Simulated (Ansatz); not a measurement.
# Co: starts and ends of a spin-polarised SCF, part 2 of 2

Wanted: the lowest electronic state of Co in this cell. One SCF may end in a higher state, so several starts are tried. We look at Co: the measured crystal structure (space group P6_3/mmc), with 2 atoms per cell. Source: COD entry 9011616, which need not be the ambient phase.

Ansatz 0.2.0; DFT PBE, PAW, plane waves, scalar-relativistic.

## 7. Moments +- scaled by 0.4, plain SCF

The COD cell was measured well above room temperature, so it is larger than a cold one.

input.yaml reads:

```yaml
crystal:
  lattice:
    - [2.52700165, 0.0, 0.0]
    - [-1.26350082, 2.18844762, 0.0]
    - [0.0, 0.0, 4.119]
  atoms:
    - { symbol: Co, position: [0.33333333, 0.66666667, 0.25], spin: 1.2 }
    - { symbol: Co, position: [0.66666667, 0.33333333, 0.75], spin: -1.2 }
magnetization:
  spin_polarized: true
hamiltonian:
  xc: pbe
  pseudopotentials: { kind: paw }
basis:
  ecutwfc: 420
kpoints:
  mp_grid: { grid: [13, 13, 7] }
scf:
  occupations: { method: fermi_dirac, width: 0.1 }
  lower_state_search: "off"
output:
  forces: true
  stress: true
```

The program printed (excerpt; [...] marks lines left out):

```text
[... 10 lines as in an earlier run ...]
Bands: 23, of which v1, the nominal top of the filled ones, is band 17 counted from 1 (16 counted from 0)
[... 8 lines as in an earlier run ...]
Starting moments: Σ|m| = 2.4 μB on 2 of 2 sites
Starting magnetic order: antiferromagnet; an inversion exchanges its spin sublattices: spin-degenerate at every k-point
[... 2 lines as in an earlier run ...]
[...]
SCF iter   1: F=—  HF=-10251.878231 eV  |F-HF|=—  |Δ(HF+E_count)|=         —  Δρ=2.65e-2 (↑2.65e-2 ↓2.65e-2)  dr2=2.45e-1  dr2_m=2.88e-2  M=-0.000 μB ∫|m|=2.129 μB  β_m=0.30  ethr=7.22e-4  ⟨swp⟩=1.1  Hψ=19508  notcnv=0
[...]
spin-set hold released at iteration 9 (site moments contracting): the magnetisation degrees of freedom join the quasi-Newton model from the next iteration; the mixer history was flushed
[...]
The SCF converged. Along the directions that its mixing steps explored, a Ritz value of the dielectric operator 1 − χ₀K read negative at each of the last 4 readings (its real part and the size of its imaginary part sum to between -0.33 and -0.22).
[...]
No search for a lower state was made along the close's negative reading: the deck asks for none (scf.lower_state_search: off) (following: asked_to_warn; scf.lower_state_search in the input reference).
SCF converged after 24 iterations
Magnetization: -0.0000 μB (17.0000 up, 17.0000 down)
Absolute magnetization: 2.3154 μB (∫|ρ↑−ρ↓|, with the PAW one-centre terms)
Spin contamination: 0.7578 ħ² per cell (⟨S²⟩ above its minimum at these occupations)
Per-site moments (μB) at R_I (Å): [(1.1302902466918785, 1.0411126846570353), (-1.1303157214926163, 1.0411126846570353)]
Free energy (F): -10251.861216 eV
[...]
E sigma→0 (E₀):  -10251.777638 eV
Entropy (-TS):   -0.167156 eV (-83.578 meV/atom)
Fermi energy:    17.629335 eV
[... 24 lines left out: energy terms, forces, stress ...]
```

It took 8.7 s on 2 threads of an Arm CPU, shared host; peak memory 0.34 GiB.

The run ends in the same state as step 3 (antiferromagnetic); it took 24 iterations.

## 8. A moment on one site alone, plain SCF

Changes to input.yaml since step 7:

```diff
@@ -6,4 +6,4 @@
   atoms:
-    - { symbol: Co, position: [0.33333333, 0.66666667, 0.25], spin: 1.2 }
-    - { symbol: Co, position: [0.66666667, 0.33333333, 0.75], spin: -1.2 }
+    - { symbol: Co, position: [0.33333333, 0.66666667, 0.25], spin: 3.0 }
+    - { symbol: Co, position: [0.66666667, 0.33333333, 0.75] }
 magnetization:
```

The program printed (excerpt; [...] marks lines left out):

```text
[... 13 lines as in an earlier run ...]
Magnetic group: BNS 187.209 (UNI 1439), of the structure as read, at distance tolerance 2.8e-5 Å
[... 5 lines as in an earlier run ...]
Starting moments: Σ|m| = 3 μB on 1 of 2 sites
[... 2 lines as in an earlier run ...]
SCF iter   1: F=—  HF=-10252.044892 eV  |F-HF|=—  |Δ(HF+E_count)|=         —  Δρ=1.21e-1 (↑1.21e-1 ↓4.89e-2)  dr2=5.88e0  dr2_m=4.79e-1  M=2.794 μB ∫|m|=2.881 μB  β_m=0.30  ethr=3.10e-3  ⟨swp⟩=5.1  Hψ=14224  notcnv=0
[...]
spin-set hold released at iteration 6 (the charge has settled, or the pull on large starting moments outlasts its swing): the magnetisation degrees of freedom join the quasi-Newton model from the next iteration; the mixer history was flushed
[...]
SCF iter  27: F=-10252.304051 eV  HF=-10252.304051 eV  |F-HF|=9.73e-9  |Δ(HF+E_count)|=   1.10e-8  Δρ=5.37e-6 (↑2.66e-6 ↓5.37e-6)  dr2=1.08e-8  dr2_m=6.42e-10  M=3.274 μB ∫|m|=3.630 μB  ethr=2.94e-10  ⟨swp⟩=3.7  Hψ=10692  notcnv=0
[...]
SCF converged after 27 iterations
Magnetization: 3.2735 μB (18.6368 up, 15.3632 down)
Absolute magnetization: 3.6307 μB (∫|ρ↑−ρ↓|, with the PAW one-centre terms)
Spin contamination: 0.0629 ħ² per cell (⟨S²⟩ above its minimum at these occupations)
Per-site moments (μB) at R_I (Å): [(1.7178925545594792, 1.0411126846570353), (1.7178576954376619, 1.0411126846570353)]
Free energy (F): -10252.304051 eV
[...]
E sigma→0 (E₀):  -10252.272424 eV
Entropy (-TS):   -0.063255 eV (-31.627 meV/atom)
Fermi energy:    17.647206 eV
[... 24 lines left out: energy terms, forces, stress ...]
```

Run time: 9 s. Hardware: 2 threads of an Arm CPU, shared host; peak memory 0.34 GiB.

The run ends in the same state as step 2 (ferromagnetic); it took 27 iterations.

## 9. Parallel moments, Broyden mixing, no switch to direct minimisation

Changes to input.yaml since step 8:

```diff
@@ -7,3 +7,3 @@
     - { symbol: Co, position: [0.33333333, 0.66666667, 0.25], spin: 3.0 }
-    - { symbol: Co, position: [0.66666667, 0.33333333, 0.75] }
+    - { symbol: Co, position: [0.66666667, 0.33333333, 0.75], spin: 3.0 }
 magnetization:
@@ -20,2 +20,4 @@
   lower_state_search: "off"
+  algorithm: density_mixing
+  mixing: { algorithm: broyden, beta: 0.3 }
 output:
```

The program printed (excerpt; [...] marks lines left out):

```text
[... 19 lines as in an earlier run ...]
Starting moments: Σ|m| = 6 μB on 2 of 2 sites
[... 3 lines as in an earlier run ...]
SCF iter   1: F=—  HF=-10251.839924 eV  |F-HF|=—  |Δ(HF+E_count)|=         —  Δρ=1.18e-1 (↑1.18e-1 ↓7.73e-2)  dr2=2.86e-1  dr2_m=1.96e0  M=3.866 μB ∫|m|=4.075 μB  β_m=0.84  ethr=8.41e-4  ⟨swp⟩=1.0  Hψ=20238  notcnv=0
[...]
[... 1 line as in an earlier run ...]
[...]
SCF iter  13: F=-10252.304051 eV  HF=-10252.304051 eV  |F-HF|=2.00e-9  |Δ(HF+E_count)|=   1.03e-7  Δρ=2.06e-6 (↑1.51e-6 ↓2.06e-6)  dr2=1.02e-9  dr2_m=2.94e-11  M=3.274 μB ∫|m|=3.630 μB  ethr=3.30e-11  ⟨swp⟩=3.0  Hψ=10533  notcnv=0
[...]
this state was not tested for a lower state beside it, because the mixer in use, unlike msr1, does not test its closes by its own steps (another_mixer; see scf.mixing.algorithm and scf.lower_state_search)
SCF converged after 13 iterations
Magnetization: 3.2735 μB (18.6368 up, 15.3632 down)
Absolute magnetization: 3.6307 μB (∫|ρ↑−ρ↓|, with the PAW one-centre terms)
Spin contamination: 0.0629 ħ² per cell (⟨S²⟩ above its minimum at these occupations)
Per-site moments (μB) at R_I (Å): [(1.717870493331802, 1.0411126846570355), (1.7178704933318028, 1.0411126846570355)]
Free energy (F): -10252.304051 eV
[...]
E sigma→0 (E₀):  -10252.272424 eV
Entropy (-TS):   -0.063255 eV (-31.627 meV/atom)
Fermi energy:    17.647239 eV
[... 24 lines left out: energy terms, forces, stress ...]
```

It took 3.4 s on 2 threads of an Arm CPU, shared host; peak memory 0.32 GiB.

The run ends in the same state as step 2 (ferromagnetic); it took 13 iterations.

## 10. Parallel moments, spin not held back in the first iterations, no switch to direct minimisation

Changes to input.yaml since step 9:

```diff
@@ -21,3 +21,3 @@
   algorithm: density_mixing
-  mixing: { algorithm: broyden, beta: 0.3 }
+  mixing: { spin_hold: "off" }
 output:
```

The program printed (excerpt; [...] marks lines left out):

```text
[... 19 lines as in an earlier run ...]
Starting moments: Σ|m| = 6 μB on 2 of 2 sites
[... 3 lines as in an earlier run ...]
SCF iter   1: F=—  HF=-10251.610156 eV  |F-HF|=—  |Δ(HF+E_count)|=         —  Δρ=1.12e-1 (↑1.12e-1 ↓7.67e-2)  dr2=2.58e-1  dr2_m=1.82e0  M=3.862 μB ∫|m|=3.987 μB  β_m=0.30  ethr=7.61e-4  ⟨swp⟩=1.0  Hψ=20251  notcnv=0
[...]
SCF iter   9: F=-10252.304051 eV  HF=-10252.304051 eV  |F-HF|=2.34e-9  |Δ(HF+E_count)|=   1.27e-8  Δρ=7.27e-6 (↑7.27e-6 ↓2.00e-6)  dr2=1.07e-8  dr2_m=2.58e-9  M=3.274 μB ∫|m|=3.630 μB  ethr=2.94e-10  ⟨swp⟩=2.7  Hψ=14651  notcnv=0
[...]
SCF converged after 9 iterations
Magnetization: 3.2736 μB (18.6368 up, 15.3632 down)
Absolute magnetization: 3.6308 μB (∫|ρ↑−ρ↓|, with the PAW one-centre terms)
Spin contamination: 0.0629 ħ² per cell (⟨S²⟩ above its minimum at these occupations)
Per-site moments (μB) at R_I (Å): [(1.7178917379007765, 1.0411126846570355), (1.7178917379007768, 1.0411126846570355)]
Free energy (F): -10252.304051 eV
[...]
E sigma→0 (E₀):  -10252.272425 eV
Entropy (-TS):   -0.063254 eV (-31.627 meV/atom)
Fermi energy:    17.647303 eV
[... 24 lines left out: energy terms, forces, stress ...]
```

Run time: 2.5 s. Hardware: 2 threads of an Arm CPU, shared host; peak memory 0.32 GiB.

The run ends in the same state as step 2 (ferromagnetic); it took 9 iterations.

## 11. The runs side by side

```csv
step,iterations,state,moments of Co1 Co2 (μB),total (μB),gap (eV),pressure (GPa),above lowest (meV/atom)
2,9,1,1.72 1.72,3.27,none,-9.0,0.0
3,21,2,1.13 -1.13,0.00,none,-13.0,221
4,6,3,0.00 0.00,0.00,none,-18.8,240
5,10,1,1.72 1.72,3.27,none,-9.0,0.0
6,19,1,1.72 1.72,3.27,none,-9.0,0.0
7,24,2,1.13 -1.13,0.00,none,-13.0,221
8,27,1,1.72 1.72,3.27,none,-9.0,0.0
9,13,1,1.72 1.72,3.27,none,-9.0,0.0
10,9,1,1.72 1.72,3.27,none,-9.0,0.0
```

States are numbered from the lowest. Starts by step: 2 parallel moments, plain SCF; 3 opposed moments +-, plain SCF; 4 no spin polarisation; 5 spin on, no moments given (the program may seed its own), plain SCF; 6 parallel moments scaled by 0.1, plain SCF; 7 moments +- scaled by 0.4, plain SCF; 8 a moment on one site alone, plain SCF; 9 parallel moments, Broyden mixing, no switch to direct minimisation; 10 parallel moments, spin not held back in the first iterations, no switch to direct minimisation.

The 9 runs of this session took 41 s in all, from 0.91 s to 9 s each.

Decimal logarithm of the largest residual (eV) by iteration, counted through all cycles of a run (7 of the 9 runs):

```csv
iteration,step 2,step 3,step 4,step 5,step 6,step 7,step 9
1,0.3,0.4,-3.3,1.2,-0.6,-0.6,0.3
2,0.1,0.2,-3.7,-0.7,-1.1,-1.5,-0.9
3,0.3,0.4,-5.3,-1.4,-1.1,-2.0,-2.3
4,-2.0,-1.3,-6.1,-1.7,-1.1,-2.3,-2.4
5,-1.9,-1.4,-7.8,-2.5,-1.0,-2.1,-3.3
7,-4.7,-2.5,-,-4.3,-1.0,-3.5,-5.5
9,-7.9,-3.4,-,-7.1,-1.1,-4.2,-5.9
11,-,-4.0,-,-,-1.6,-1.9,-7.1
14,-,-3.6,-,-,-0.6,-4.0,-
16,-,-3.7,-,-,-3.3,-2.8,-
18,-,-4.0,-,-,-7.1,-2.6,-
20,-,-5.3,-,-,-,-4.3,-
22,-,-,-,-,-,-5.4,-
24,-,-,-,-,-,-8.5,-
```

## 12. Outcome

This closing draws on all 2 parts.

```
                      quantity                                                     value
               distinct states                                   3 from 9 converged runs
lowest state from plain starts                                             ferromagnetic
                   its moments                                     Co1 1.72, Co2 1.72 μB
                  total moment                                          3.27 μB per cell
             gap on the k-mesh                                                      none
                      pressure                                                  -9.0 GPa
                 largest force                                                0.000 eV/Å
                    next state                    antiferromagnetic, 221 meV/atom higher
                 highest state  non-magnetic (no spin polarisation), 240 meV/atom higher
```

In words: Distinct end states: 3, from 9 converged runs. Switching spin polarisation off costs 240 meV/atom in free energy, smearing entropy included. The best antiferromagnetic state lies 221 meV/atom above the best ferromagnetic one. A lower state than any found can't be excluded. State 2 reads as a saddle point, which a small push may leave.
